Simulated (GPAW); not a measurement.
Runs of GPAW 26.7.0 on Ge. Symmetry: Cmcm, No. 63, orthorhombic system. The conventional cell has a = 2.976 Å, b = 5.189 Å, c = 4.728 Å, α = 90.00°, β = 90.00°, γ = 90.00°. Around Ge (site symmetry m2m) lie 12 Ge at 2.92 to 2.99 Å. This isn't the form of Ge at room conditions, which is diamond.

| task | level | potentials or basis | spin | cell | smearing | optimizer | fmax | max steps | convergence | eigensolver | gap on the mesh (eV) | pressure (GPa) | V0 of scaled cells (Å³/atom) | relaxed volume (Å³/atom) | B0 (GPa) | largest force (eV/Å) |
| --- | --- | --- | --- | --- | --- | --- | --- | --- | --- | --- | --- | --- | --- | --- | --- | --- |
| relaxation of cell and atoms | PBEsol+D4 | PAW data sets generated in the run's folder for this functional, pw | off | relaxed | fermi-dirac 0.05 eV | BFGS | 0.02 eV/Å | 60 | density=1e-05 forces=0.0001 | - | none | -0.1 | - | 17.82 | - | 0.01 |
| relaxation of cell and atoms | PBEsol+D3(BJ)+ATM | PAW data sets generated in the run's folder for this functional, pw | off | relaxed | fermi-dirac 0.05 eV | BFGS | 0.02 eV/Å | 60 | density=1e-05 forces=0.0001 | - | none | 0.0 | - | 17.61 | - | 0.02 |
| equation of state | LDA | the program's PAW data sets (release 1.2.1) made for this functional, pw | off | as given | fermi-dirac 0.05 eV | - | - | - | - | - | - | - | (c) | - | 82 | - |
| equation of state | PBEsol | PAW data sets generated in the run's folder for this functional, pw | off | as given | fermi-dirac 0.05 eV | - | - | - | - | - | - | - | 18.31 | - | (a) | - |
| relaxation of cell and atoms | PBEsol+D3 | PAW data sets generated in the run's folder for this functional, pw | off | relaxed | fermi-dirac 0.05 eV | BFGS | 0.02 eV/Å | 60 | density=1e-05 forces=0.0001 | - | none | -0.2 | - | 17.92 | - | 0.01 |
| relaxation of cell and atoms | PBEsol | PAW data sets generated in the run's folder for this functional, pw | off | relaxed | fermi-dirac 0.05 eV | BFGS | 0.02 eV/Å | 60 | density=1e-05 forces=0.0001 | - | none | 0.0 | - | 18.24 | - | 0.01 |
| single point | BLYP | PAW data sets generated in the run's folder for this functional, pw | collinear, ferrimagnetic start | as given | fermi-dirac 0.05 eV | - | - | - | - | davidson | none | 11.1 | - | - | - | - |
| single point | PBEsol | PAW data sets generated in the run's folder for this functional, pw | off | as given | gaussian 0.02 eV | - | - | - | - | - | none | (b) | - | - | - | 0.01 |

Alike in all rows: k mesh 10 × 10 × 6; cutoff (eV) 600.

Q: Fill in the values left out.

A: (a) 78; (b) 0.2; (c) 17.92.

Caveats: later steps reuse the first step's grids (some runs); pairwise dispersion overbinds metals, which lowers pressure and volume (some runs); the cell was scaled at fixed shape and fractional positions, which overstates the stiffness of a crystal with free parameters, most of all of layers and chains (some runs).

A k mesh can miss the band edges, and the runs leave out spin-orbit coupling on Ge.

A gap of «none» marks a metal or a gap under the smearing width.

Not every run made on this cell is shown here.
